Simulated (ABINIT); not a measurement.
# B: single point with RPBE

The system is B.

```
CELL_PARAMETERS angstrom
2.34611 0.00000 0.00000
0.00000 2.34611 0.00000
0.00000 0.00000 1.58579
ATOMIC_POSITIONS crystal
B 0.50000 0.50000 0.50000
```

The cell was built by a generator and needn't be a form met in nature.

```yaml
Program: ABINIT 10.8.3 (patched build)
Task: single point
Functional: RPBE
Potentials_or_basis: JTH PAW PBE v2.0
Cutoff: 490 eV
k_mesh: 11 × 11 × 16
Occupations: fermi-dirac, width 0.05 eV
Spin: no spin polarisation
Fine-grid_cutoff: 979.61 eV
```

- Pressure: 2.4 GPa
- Band gap on the k mesh: none (metal or under the smearing width)

Stress tensor (GPa, compression positive):
```
0.32 0.00 0.00
0.00 0.32 0.00
0.00 0.00 6.51
```

Levels at points of the mesh, in eV from the Fermi level:
```csv
k point,band 1,band 2,band 3,band 4,band 5,band 6
"(0.00, 0.00, 0.00)",-14.05,4.47,4.47,14.24,15.42,26.48
"(0.00, 0.00, 0.50)",-5.97,1.35,13.67,13.67,21.39,26.65
```

Wall time 4 s on 1 thread of Arm Neoverse V2, on a shared host, peak memory 0.07 GiB.

Caveat: the PAW data sets were made with another functional, which shifts forces and pressure a little; the atomic spheres overlap.
